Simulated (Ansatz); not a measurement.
# CuO (P1) in Ansatz: single point with PBE

Aim: the single point of CuO with PBE.

Everything below comes from runs of Ansatz 0.2.0. Logs are shortened: lines on timing, memory, paths and dates and some standing lists are left out, and cuts for length are marked.

## Step 1: The structure

The typed cell holds 8 atoms: a = 2.900 Å, b = 5.129 Å, c = 5.643 Å, α = 93.94°, β = 101.64°, γ = 97.69°.

## Step 2: Single point, PBE

Input file input.yaml:

```yaml
crystal:
  lattice:
    - [-2.34185, 1.7113, 0.0]
    - [0.85003, 0.0, -5.05787]
    - [-2.34185, -5.1339, 0.0]
  atoms:
    - { symbol: Cu, position: [0.24799691, 0.00060149, 0.24329664] }
    - { symbol: Cu, position: [0.74799691, 0.00060149, 0.74329664] }
    - { symbol: Cu, position: [0.99799691, 0.50060149, 0.49329664] }
    - { symbol: Cu, position: [0.49799691, 0.50060149, 0.99329664] }
    - { symbol: O, position: [0.70719691, 0.75060149, 0.28409664] }
    - { symbol: O, position: [0.20719691, 0.75060149, 0.78409664] }
    - { symbol: O, position: [0.78879691, 0.25060149, 0.20249664] }
    - { symbol: O, position: [0.30482166, 0.24578955, 0.75612355] }
hamiltonian:
  xc: pbe
  pseudopotentials: { kind: paw }
kpoints:
  mp_grid: { grid: [7, 4, 4] }
scf:
  occupations: { method: fermi_dirac, width: 0.05 }
output:
  forces: true
  stress: true
  eigenvalues: true
  write_density: true
  write_potential: true
  elf: true
  volumetric_format: npy
```

Potentials or basis: Ansatz PAW.

The run is started by

```bash
ansatz run input.yaml --threads 4 --pin off --max-ram 11264MiB --backend cpu --events-out ev --progress --plain --runs-dir out
```

Log:

```text
Warning: RAYON_NUM_THREADS=4 ignored (pool sized by the plan → 4); use --threads N
Engine: ansatz 0.2.0, aarch64-unknown-linux-gnu
Pseudopotentials: kind: paw
Pseudopotential: Cu, paw, valence charge 19, recommended cutoff 420 eV (normal), Cu.paw.azcp
Pseudopotential: O, paw, valence charge 6, recommended cutoff 420 eV (normal), O.paw.azcp
Functional definition: PBE
  parameter kappa = 0.804
  parameter beta = 0.06672455060314922
  exchange = pbe_x(kappa = kappa, mu = beta*pi^2/3)
  correlation = pbe_c(beta = beta)
Crystal: 8 atoms, lattice volume = 81.080 Å³
Basis set: ecut = 420 eV, 1581 PW (Γ), exchange–correlation on 40×72×80 points (8 copies of the dense FFT grid, shifted against one another)
Bands: 60, of which v1, the nominal top of the filled ones, is band 50 counted from 1 (49 counted from 0)
Symmetry: 1 space group operations
Space group: P1 (ITA 1), of the structure as read, at distance tolerance 4.3e-5 Å
k-points: 58 of 112 (time reversal used)
Non-local potential: Cu, projectors of the file, l = 0: 3, l = 1: 2, l = 2: 3, l = 3: 1
Non-local potential: O, projectors of the file, l = 0: 2, l = 1: 2, l = 2: 1
PAW form: soft (Blöchl's): semilocal exchange-correlation on the pseudo side does not see the compensation charge
PAW one-centre angular grid: Cu, 590 points (default); XC on 64 Gauss nodes
PAW one-centre angular grid: O, 110 points (default); XC on 64 Gauss nodes
Initial density: superposition of atomic densities (neutral atoms: chi_scale 0, normalization atom), corrected by the library's trained network
Initial wavefunctions: pseudopotential atomic-orbital guess
Functional: x = pbe(κ = 0.804, μ = 0.2195149727645171), c = pbe(β = 0.06672455060314922)
SCF iter   1: F=—  HF=-28764.407380 eV  |F-HF|=—  |Δ(HF+E_count)|=         —  Δρ=5.49e-3  dr2=1.16e-2  ethr=1.77e-3  ⟨swp⟩=5.7  Hψ=11025  notcnv=0  defer=67
preconditioner: auto → Kerker (q_TF=auto, 2.825 Å⁻¹)  [metal: Δε(μ)=0.038 eV  Ē_g=11.255 eV  σ=0.050 eV  W_gap=0.18  n_scr=34 (ndim 8)  ℏωp=34.0 eV  f_vac=0.000  D(μ)=3.45/eV (n_scr^D=32)]
SCF iter   2: F=—  HF=-28764.406138 eV  |F-HF|=—  |Δ(HF+E_count)|=   1.24e-3  Δρ=2.45e-3  dr2=2.16e-3  ethr=1.16e-5  ⟨swp⟩=2.0  Hψ=5737  notcnv=0  defer=138
SCF iter   3: F=—  HF=-28764.405870 eV  |F-HF|=—  |Δ(HF+E_count)|=   2.68e-4  Δρ=1.16e-3  dr2=1.25e-3  ethr=2.16e-6  ⟨swp⟩=2.0  Hψ=5906  notcnv=0  defer=138
SCF iter   4: F=—  HF=-28764.405803 eV  |F-HF|=—  |Δ(HF+E_count)|=   6.65e-5  Δρ=3.01e-4  dr2=1.55e-4  ethr=1.25e-6  ⟨swp⟩=1.0  Hψ=3291  notcnv=0  defer=138
SCF iter   5: F=—  HF=-28764.405793 eV  |F-HF|=—  |Δ(HF+E_count)|=   1.05e-5  Δρ=1.61e-4  dr2=3.78e-5  ethr=1.55e-7  ⟨swp⟩=1.1  Hψ=3412  notcnv=0  defer=138
SCF iter   6: F=—  HF=-28764.405700 eV  |F-HF|=—  |Δ(HF+E_count)|=   9.30e-5  Δρ=6.82e-5  dr2=6.40e-6  ethr=3.78e-8  ⟨swp⟩=1.0  Hψ=3291  notcnv=0  defer=138
SCF iter   7: F=—  HF=-28764.405699 eV  |F-HF|=—  |Δ(HF+E_count)|=   3.28e-7  Δρ=4.82e-5  dr2=1.59e-6  ethr=6.40e-9  ⟨swp⟩=1.0  Hψ=3292  notcnv=0  defer=138
SCF iter   8: F=—  HF=-28764.405699 eV  |F-HF|=—  |Δ(HF+E_count)|=   1.56e-7  Δρ=2.52e-5  dr2=8.07e-7  ethr=1.59e-9  ⟨swp⟩=2.2  Hψ=4556  notcnv=0  defer=138
SCF iter   9: F=-28764.405699 eV  HF=-28764.405699 eV  |F-HF|=6.38e-8  |Δ(HF+E_count)|=   3.97e-8  Δρ=8.02e-6  dr2=6.03e-8  ethr=1.00e-10  ⟨swp⟩=10.4  Hψ=23013  notcnv=0
SCF 1 converged in 9 iterations: F = -28764.405699 eV  dr2 = 6.03e-8
SCF converged after 9 iterations
Free energy (F): -28764.405699 eV
Harris-Foulkes:  -28764.405699 eV  (|F-HF|=6.38e-8)
Internal energy: -28764.375769 eV  (E = F + TS)
E sigma→0 (E₀):  -28764.390734 eV
Entropy (-TS):   -0.029931 eV (-3.741 meV/atom)
Fermi energy:    12.276698 eV
--- Per-component energies (eV) ---
  E_band       = -1711.949438
  E_kinetic    = 1888.135311
  E_local      = -19392.326126  (includes V_loc(G=0)·N_el)
  E_nonlocal   = 1756.975663
  E_hartree    = 8403.227902
  E_xc         = -648.509874
  E_vxc        = -832.574419  (∫ρ·V_xc dr)
  E_paw        = -7278.180452  (= ΣΔE_a)
  E_vpaw       = -1938.630192  (= ΣTr[D̂ρ^β])
  E_aug_tail   = 0.011005  (compensation charges beyond the density's cutoff)
  E_ewald      = -13493.709196
  E_smearing   = -0.029931  (= −TS)
  E_closure    = -0.000000  (closes the sum)
  Σ components = -28764.405699   (vs F -28764.405699, Δ=0.00e0)
--- Forces (eV/Å), atoms counted from 1 ---
  atom   1  Cu    -0.02945510     0.04457486    -0.03557471
  atom   2  Cu    -0.15458365    -0.49555720     0.35539598
  atom   3  Cu    -0.38750362    -0.23425710     0.41253347
  atom   4  Cu    -1.08628378    -1.34363042    -1.53553857
  atom   5  O      0.14333432     0.34580242    -0.16232034
  atom   6  O      0.17230383     0.50019611     0.25816856
  atom   7  O     -0.38455286    -0.67496207     0.00522611
  atom   8  O      1.72672891     1.85783272     0.70210525
  max |Σ_I F_I| component: 1.19e-5 eV/Å
--- Stress (GPa, compression-positive) ---
        7.670764       1.105048       1.656115
        1.105047       9.380295       2.322738
        1.656115       2.322738       9.719368
  P = ⅓ Tr σ = 8.9235 GPa (89.235 kbar)
--- Band table (eV; the first three rows and the last of 58) ---
  k-point 0: bands = ["-100.6170", "-100.4036", "-100.3586", "-100.1104", "-58.2390", "-58.0756", "-57.9500", "-57.9024", "-57.8900", "-57.8524", "-57.6551", "-57.6483", "-57.5561", "-57.4838", "-57.4593", "-57.2719", "-7.8267", "-6.9889", "-6.4437", "-6.1589", "3.9445", "4.8346", "5.2008", "6.3909", "6.5844", "6.9099", "7.0254", "7.7732", "7.8253", "8.6524", "8.9100", "9.0461", "9.2002", "9.3258", "9.4752", "9.5923", "9.6592", "9.7534", "9.8639", "9.9141", "9.9963", "10.0674", "10.1209", "10.2667", "10.5250", "10.7279", "10.7692", "10.8497", "12.3625", "12.4854", "12.5973", "13.2320", "13.9856", "16.7516", "17.9666", "18.5292", "19.5010", "20.4448", "23.4717", "23.5827"]
  k-point 1: bands = ["-100.6170", "-100.4036", "-100.3587", "-100.1104", "-58.2390", "-58.0756", "-57.9500", "-57.9024", "-57.8900", "-57.8524", "-57.6551", "-57.6484", "-57.5561", "-57.4832", "-57.4599", "-57.2719", "-7.7330", "-7.1094", "-6.4076", "-6.1929", "4.1041", "4.9498", "5.3153", "6.3772", "6.5715", "6.8683", "7.0245", "7.6998", "7.8956", "8.0830", "8.6686", "9.0399", "9.2178", "9.3251", "9.5516", "9.5885", "9.6672", "9.8204", "9.8963", "9.9650", "10.0782", "10.1045", "10.1982", "10.2711", "10.4787", "10.6452", "10.7130", "10.7821", "12.2449", "12.4147", "12.6875", "13.1208", "14.5498", "16.9904", "17.6427", "18.9311", "20.0188", "20.5681", "22.1545", "24.3611"]
  k-point 2: bands = ["-100.6170", "-100.4036", "-100.3587", "-100.1104", "-58.2390", "-58.0755", "-57.9500", "-57.9024", "-57.8900", "-57.8524", "-57.6551", "-57.6484", "-57.5561", "-57.4827", "-57.4605", "-57.2719", "-7.5783", "-7.2892", "-6.3565", "-6.2436", "4.3917", "4.6954", "6.0723", "6.3819", "6.5644", "6.6200", "6.8307", "7.0370", "8.0117", "8.4263", "8.4847", "8.7424", "9.2476", "9.3762", "9.4461", "9.6015", "9.7401", "9.8097", "9.9196", "9.9555", "10.1195", "10.1506", "10.2102", "10.4203", "10.4557", "10.5421", "10.6541", "10.7315", "12.1233", "12.3325", "12.7875", "13.0053", "15.5938", "16.0797", "18.3093", "19.3708", "20.0268", "20.8848", "22.0222", "22.6697"]
  k-point 57: bands = ["-100.6164", "-100.4029", "-100.3580", "-100.1098", "-58.2383", "-58.0768", "-57.9621", "-57.9026", "-57.9019", "-57.8512", "-57.6636", "-57.6477", "-57.5570", "-57.4824", "-57.4589", "-57.2809", "-7.0093", "-6.4884", "-6.3024", "-6.1622", "5.0487", "5.1844", "5.5671", "5.9872", "6.0889", "6.2955", "6.6395", "6.8981", "7.0727", "7.5033", "7.8077", "8.2753", "9.2983", "9.5180", "9.7406", "9.8036", "9.8402", "9.9077", "9.9506", "10.0502", "10.0894", "10.1358", "10.3367", "10.3990", "10.5579", "10.7227", "10.8968", "10.9720", "11.2765", "12.1056", "12.7052", "12.9886", "16.4903", "17.2052", "18.4709", "18.9576", "19.9823", "20.4664", "21.6344", "22.7011"]
```

rho_z.tsv:

```text
# z_ang	rho[e/angstrom^3]
# format = ansatz-planar-average/11
# lattice	-2.341850000	1.711300000	0.000000000
# lattice	0.850030000	0.000000000	-5.057870000
# lattice	-2.341850000	-5.133900000	0.000000000
# sites	8
# site	29	-1.150024516	-0.824663508	-0.003042258
# site	29	-3.491874516	-2.535963508	-0.003042258
# site	29	-3.066859516	-0.824663508	-2.531977258
# site	29	-3.066859516	-4.247263508	-2.531977258
# site	8	-1.683427016	-0.248297668	-3.796444758
# site	8	-1.683427016	-3.670897668	-3.796444758
# site	8	-2.108442016	0.310270652	-1.267509758
# site	8	-2.275646049	-3.360221387	-1.243171591
0.000000	1.843494e0
0.141070	1.473999e0
0.282140	9.481953e-1
0.423210	5.935750e-1
0.564280	4.776577e-1
0.705350	5.573089e-1
0.846420	8.052697e-1
0.987490	1.234352e0
1.128560	1.835180e0
1.269630	2.398733e0
1.410700	2.533974e0
1.551770	2.124087e0
1.692840	1.497150e0
1.833910	9.803404e-1
1.974980	6.524020e-1
2.116050	4.947414e-1
2.257120	5.150462e-1
2.398190	7.563145e-1
2.539260	1.225261e0
2.680330	1.716855e0
2.821400	1.834757e0
2.962470	1.458380e0
3.103540	9.180141e-1
3.244610	5.376647e-1
3.385680	3.811174e-1
3.526750	4.047784e-1
3.667820	6.037415e-1
3.808890	1.033620e0
3.949960	1.703521e0
4.091030	2.379538e0
4.232100	2.631836e0
4.373170	2.307125e0
4.514240	1.703387e0
4.655310	1.150825e0
4.796380	7.670012e-1
4.937450	5.644417e-1
5.078520	5.548086e-1
5.219590	7.768481e-1
5.360660	1.235231e0
5.501730	1.723516e0
```

Run time: 7.5 s. Hardware: 4 threads of Arm Neoverse V2, shared host; peak memory 0.52 GiB.

Results:

* Free energy: -28764.4057 eV
* Pressure: 8.9 GPa
* Largest force: 2.632 eV/Å
* Band gap on the k mesh: none (metal or under the smearing width)

Forces in eV/Å, atoms in the order of the input:
```
Cu  -0.029  0.045 -0.036
Cu  -0.155 -0.496  0.355
Cu  -0.388 -0.234  0.413
Cu  -1.086 -1.344 -1.536
O    0.143  0.346 -0.162
O    0.172  0.500  0.258
O   -0.385 -0.675  0.005
O    1.727  1.858  0.702
```

Caveat: the pressure holds a Pulay correction of +0.7 GPa for the finite cutoff; the run has no spin polarisation, though such a crystal can be magnetic; semilocal functionals often make such compounds metallic where correlation or magnetic order opens a gap, which also shifts bond lengths; forces of over 1 eV/Å show positions far from the minimum, so gaps and moduli don't describe the material at rest. With open d or f shells a metallic result of PBE can be an artefact of self-interaction; +U or a hybrid may open a gap.
